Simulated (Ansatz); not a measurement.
# hcp against fcc along groups 8 to 10

Level of theory: Ansatz 0.2.0, DFT, PBE, plane waves (420 eV) with PAW, scalar-relativistic.

Each structure is relaxed within its symmetry, in the lowest magnetic state of the tried starts. Differences under about 8 meV lie within the error of the k-point mesh.

```csv
element,E(hcp) − E(fcc) (meV/atom),V(hcp) (Å³/atom),V(fcc) (Å³/atom),state of hcp,state of fcc
Ru,-115,13.77,13.85,non-magnetic,spin not included
Os,-138,14.28,14.35,spin not included,spin not included
Co,-16,10.84,10.92,ferromagnetic,ferromagnetic
Rh,38,14.10,14.05,non-magnetic,non-magnetic
Ir,79,14.57,14.51,non-magnetic,non-magnetic
Ni,27,10.93,10.90,ferromagnetic,ferromagnetic
Pd,30,15.44,15.37,spin not included,spin not included
Pt,59,15.77,15.66,spin not included,spin not included
```
